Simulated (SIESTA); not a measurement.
The system is SrO.

```
Sr O
1.0
     0.00000    2.56630    2.56630
     2.56630    0.00000    2.56630
     2.56630    2.56630    0.00000
Sr O
1 1
Direct
  0.50000 0.50000 0.50000
  0.00000 0.00000 0.00000
```

Base run:

```yaml
Program: SIESTA 5.4.2
Functional: BLYP
Potentials_or_basis: PseudoDojo 0.4 standard (PBE files)
Basis: DZP (energy shift 0.003 Ry; two zetas on semicore shells; d shell added on Sr)
Grid_cutoff: 800 Ry
Energy_shift: 0.003 Ry
k_mesh: 9 × 9 × 9
Occupations: fermi-dirac, width 0.05 eV
Spin: no spin polarisation
```

Its results: band gap on the k mesh 3.45 eV, indirect (least direct gap 3.54 eV); pressure 7.6 GPa.

Q: After a change of settings the same cell gave: band gap on the k mesh 3.16 eV, indirect (least direct gap 3.26 eV); pressure -3.3 GPa. Which change was it?
A. functional from BLYP to revPBE
B. functional from BLYP to PW91
C. functional from BLYP to RPBE
D. functional from BLYP to LDA; potentials or basis from PseudoDojo 0.4 standard (PBE files) to PseudoDojo 0.4 standard (LDA files)

A: D.

Caveats: the basis of atomic orbitals isn't converged, which shifts pressures, moduli and gaps; the potentials were made for another functional, which shifts forces and pressure (some runs).

Runs at the PBE level aren't shown here.
